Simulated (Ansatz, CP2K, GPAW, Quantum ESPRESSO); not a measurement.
## Ru: 5 runs at one level of theory

```xyz
2
Lattice="2.7058 0.0000 0.0000 -1.3529 2.3433 0.0000 0.0000 0.0000 4.2819" Properties=species:S:1:pos:R:3 pbc="T T T"
Ru    1.3529    0.7811    3.2114
Ru    0.0000    1.5622    1.0705
```

Alike in all runs: task band structure; functional PBEsol; k mesh 11 × 11 × 6; occupations fermi-dirac, width 0.05 eV; no spin polarisation; no spin-orbit coupling. Pressure is positive in compression and, in plane waves, holds the error of the finite cutoff, which Ansatz's Pulay term estimates and takes out.

```csv
program and potentials,plane-wave cutoff (eV),notes,pressure (GPa)
"Ansatz, Ansatz PAW",420,"potentials made for PBE, which Ansatz adapts in part; Pulay term of +0.04 GPa included",-6.21
"GPAW, PAW data sets generated for this functional",600,-,-6.96
"Quantum ESPRESSO, PseudoDojo 0.4.1 SR PBEsol standard",1143,-,?
"Ansatz, all-electron LAPW, scalar-relativistic",-,-,-6.23
"CP2K, POTENTIAL_UZH Ru GTH-PBE-q16; TZVP-MOLOPT-PBE-GTH basis",-,atomic basis; potentials made for PBE,-2.81
```

Problem. Estimate from the other rows what the run with Quantum ESPRESSO, PseudoDojo 0.4.1 SR PBEsol standard gave.

Solution. Pressure -5.60 GPa. The other rows, which needn't bracket it: pressure -6.96 to -2.81.
